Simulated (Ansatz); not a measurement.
The system is CdSe (Cadmoselite).

```xyz
4
Lattice="4.3000 0.0000 0.0000 -2.1500 3.7239 0.0000 0.0000 0.0000 7.0200" Properties=species:S:1:pos:R:3 pbc="T T T"
Cd    2.1500    1.2413    3.5100
Cd    0.0000    2.4826    0.0000
Se    2.1500    1.2413    6.2127
Se    0.0000    2.4826    2.7027
```

A run of Ansatz 0.2.0 on this cell left the log below. Logs are shortened: lines on timing, memory, paths and dates and some standing lists are left out, and cuts for length are marked.

```text
Warning: RAYON_NUM_THREADS=2 ignored (pool sized by the plan → 2); use --threads N
LAPW: plane waves up to 8.217 Å⁻¹, error target 2.0e-3 eV per atom; small_component_spin mean_spin; Se in spheres of 1.251 Å, 24 of its electrons in bands, Dirac shells []; Cd in spheres of 1.360 Å, 20 of its electrons in bands, Dirac shells [] (how accurate: hamiltonian.pseudopotentials.lapw.basis_error, Limitations)
Engine: ansatz 0.2.0, x86_64-unknown-linux-gnu
Pseudopotentials: kind: all_electron
Pseudopotential: Cd, LAPW, valence charge 20, lapw/all_electron/scalar/gaussian/Cd, Koelling and Harmon's equation, gaussian nucleus
Pseudopotential: Se, LAPW, valence charge 24, lapw/all_electron/scalar/gaussian/Se, Koelling and Harmon's equation, gaussian nucleus
Functional definition: PBE
  parameter kappa = 0.804
  parameter beta = 0.06672455060314922
  exchange = pbe_x(kappa = kappa, mu = beta*pi^2/3)
  correlation = pbe_c(beta = beta)
Crystal: 4 atoms, lattice volume = 112.410 Å³
Basis set: ecut = 257.21949427602334 eV, 1087 PW (Γ), exchange–correlation at level 2
[... 30 lines left out ...]
  E_band       = -4182.523774
  E_kinetic    = 454345.592073
  E_xc         = -13212.383608
  E_electrostatic = -877857.813356  (all electrons and nuclei)
  E_smearing   = -0.000000  (= −TS)
  E_closure    = 0.000000  (closes the sum)
  E_atoms      = -436713.737228  (free atoms, spherical and without spin; not in F)
  Σ components = -436724.604890   (vs F -436724.604890, Δ=0.00e0)
  Basis errors (estimates in eV, not in F): energy 8.4e-4 per atom: plane waves 7.8e-4 (4.6e-4 summed), levels above the bands 1.1e-195, relativity 1.5e-7, radial functions 5.3e-5, core shells 9.1e-7; eigenvalues (radial functions only) 2.0e-6; not estimated: angular momenta, meshes, grids; target (lapw.basis_error) 2.0e-3; muffin-tin radii Se 1.251 Å, Cd 1.360 Å
--- Forces (eV/Å), atoms counted from 1 ---
  atom   1  Cd     0.00000000    -0.00000000     0.29783372
  atom   2  Cd     0.00000000     0.00000000     0.29783372
  atom   3  Se     0.00000000    -0.00000000    -0.29784789
  atom   4  Se     0.00000000     0.00000000    -0.29784789
  max |Σ_I F_I| component: 2.83e-5 eV/Å
--- Stress (GPa, compression-positive) ---
        3.878678       0.000000       0.000000
       -0.000000       3.878678       0.000000
        0.000000      -0.000000       1.561916
  P = ⅓ Tr σ = 3.1064 GPa (31.064 kbar)
--- Band table (eV; the first three rows and the last of 8) ---
  k-point 0: bands = ["-198.7569", "-198.7569", "-138.2255", "-138.2255", "-138.2255", "-138.2255", "-138.2194", "-138.2194", "-93.4577", "-93.4577", "-54.5277", "-54.5274", "-54.5252", "-54.5252", "-54.5252", "-54.5252", "-38.4426", "-38.4426", "-38.4426", "-38.4426", "-38.4355", "-38.4354", "-38.4349", "-38.4349", "-38.4348", "-38.4348", "-4.4047", "-4.0372", "0.2395", "0.2395", "0.2950", "0.2950", "0.3013", "0.5955", "0.5955", "0.6597", "0.6597", "0.9414", "3.9477", "7.4682", "7.4682", "8.1728", "8.1848", "8.1848", "8.8804", "10.2976", "14.0658", "14.0658", "14.3210", "15.1767", "15.1767", "15.8941", "17.5904"]
  k-point 1: bands = ["-198.7569", "-198.7569", "-138.2255", "-138.2255", "-138.2255", "-138.2255", "-138.2194", "-138.2194", "-93.4577", "-93.4577", "-54.5275", "-54.5275", "-54.5252", "-54.5252", "-54.5252", "-54.5252", "-38.4426", "-38.4426", "-38.4426", "-38.4426", "-38.4354", "-38.4354", "-38.4348", "-38.4348", "-38.4348", "-38.4348", "-4.2198", "-4.2198", "0.2632", "0.2632", "0.2632", "0.2632", "0.4933", "0.4933", "0.6311", "0.6311", "0.6311", "0.6311", "5.6176", "5.6176", "7.8116", "7.8116", "7.8116", "7.8116", "10.5169", "10.5169", "14.0009", "14.0009", "14.4408", "14.4408", "14.4408", "14.4408", "18.2472"]
  k-point 2: bands = ["-198.7569", "-198.7569", "-138.2255", "-138.2255", "-138.2255", "-138.2255", "-138.2194", "-138.2194", "-93.4577", "-93.4577", "-54.5276", "-54.5274", "-54.5253", "-54.5253", "-54.5253", "-54.5252", "-38.4427", "-38.4427", "-38.4426", "-38.4426", "-38.4354", "-38.4354", "-38.4349", "-38.4349", "-38.4348", "-38.4348", "-4.2312", "-3.9593", "0.3052", "0.3210", "0.3831", "0.4016", "0.4134", "0.5669", "0.5996", "0.6190", "0.6697", "1.0292", "4.2377", "5.6680", "6.0153", "6.8422", "7.7395", "7.7563", "10.8008", "11.6244", "13.3857", "14.0749", "14.7639", "15.3063", "15.5701", "16.2155", "16.5033"]
  k-point 7: bands = ["-198.7569", "-198.7569", "-138.2255", "-138.2255", "-138.2255", "-138.2255", "-138.2194", "-138.2194", "-93.4577", "-93.4577", "-54.5275", "-54.5275", "-54.5254", "-54.5254", "-54.5253", "-54.5253", "-38.4427", "-38.4427", "-38.4426", "-38.4426", "-38.4354", "-38.4354", "-38.4349", "-38.4349", "-38.4348", "-38.4348", "-3.9618", "-3.9618", "0.3959", "0.3959", "0.4234", "0.4234", "0.5583", "0.5583", "0.6318", "0.6318", "0.9515", "0.9515", "4.2122", "4.2122", "6.0971", "6.0971", "7.0431", "7.0431", "11.9448", "11.9448", "13.7100", "13.7100", "14.5835", "14.5835", "15.8767", "15.8767", "18.3912"]
```

Question: Write the input and the command behind it.

Answer: Single point with PBE, no spin polarisation. The files as run (others can give the same):

input.yaml
```yaml
crystal:
  lattice:
    - [4.3, 0.0, 0.0]
    - [-2.15, 3.7239092363, 0.0]
    - [0.0, 0.0, 7.02]
  atoms:
    - { symbol: Cd, position: [0.6666666667, 0.3333333333, 0.5] }
    - { symbol: Cd, position: [0.3333333333, 0.6666666667, 0.0] }
    - { symbol: Se, position: [0.6666666667, 0.3333333333, 0.885] }
    - { symbol: Se, position: [0.3333333333, 0.6666666667, 0.385] }
kpoints:
  mp_grid: { grid: [4, 4, 2] }
scf:
  occupations: { method: fermi_dirac, width: 0.02 }
hamiltonian:
  xc: pbe
  pseudopotentials: { kind: all_electron, lapw: { basis_error: 0.002 } }
output:
  forces: true
  stress: true
  eigenvalues: true
```

Potentials or basis: all-electron LAPW, scalar-relativistic.
Run with:
```console
$ ansatz run input.yaml --threads 2 --pin off --max-ram 6144MiB --backend cpu --events-out ev --progress --plain --runs-dir out
```

Caveat: the k mesh is coarse (spacing up to 0.45 Å⁻¹), so the values aren't converged.
